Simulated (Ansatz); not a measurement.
# BP: the cost of one run

Program: Ansatz 0.2.0. Level of theory: DFT LDA, scalar-relativistic. These are calculated values, not measurements.

## 1. The system as given

Symmetry: F-43m, No. 216, cubic system. The conventional cell has a = 4.538 Å, b = 4.538 Å, c = 4.538 Å, α = 90.00°, β = 90.00°, γ = 90.00°. B (site symmetry -43m) is surrounded by 4 P at 1.97 Å. P (site symmetry -43m) is surrounded by 4 B at 1.97 Å.

As a file:

```
B P
1.0
     0.00000    2.26900    2.26900
     2.26900    0.00000    2.26900
     2.26900    2.26900    0.00000
B P
1 1
Direct
  0.00000 0.00000 0.00000
  0.75000 0.75000 0.75000
```

Atoms are numbered in the order of the input: B1, P2.

## 2. The deformed structure

Space group F-43m before, I-4m2 after.

## 3. Full-potential LAPW

Contents of input.yaml:

```yaml
crystal:
  lattice:
    - [0.0, 2.269, 2.33707]
    - [2.269, 0.0, 2.33707]
    - [2.269, 2.269, 0.0]
  atoms:
    - { symbol: B, position: [0.0, 0.0, 0.0] }
    - { symbol: P, position: [0.75, 0.75, 0.75] }
kpoints:
  mp_grid: { grid: [15, 15, 15] }
  band_path:
    path:
      - [0.0, 0.0, 0.0]
      - [0.5, 0.0, 0.5]
      - [0.75, 0.25, 0.5]
      - [0.5, 0.5, 0.5]
      - [0.0, 0.0, 0.0]
      - [0.5, 0.5, 0.0]
      - [0.6321755114, 0.6321755114, 0.2643510227]
      - [0.3678244886, 0.3678244886, 0.7356489773]
      - [0.0, 0.0, 0.0]
    npoints: 5
scf:
  occupations: { method: fermi_dirac, width: 0.05 }
hamiltonian:
  xc: lda
  pseudopotentials: { kind: all_electron, lapw: { basis_error: 0.001 } }
output:
  forces: true
  stress: true
  eigenvalues: true
```

Command:

```
> ansatz run input.yaml --threads 1 --pin off --max-ram 3072MiB --backend cpu --events-out ev --progress --plain --runs-dir out
```

**Question.** How long does this run take on 1 thread of Arm Neoverse V1, shared host, and how much memory does it need?

About 38 s, with a peak of 0.41 GiB.
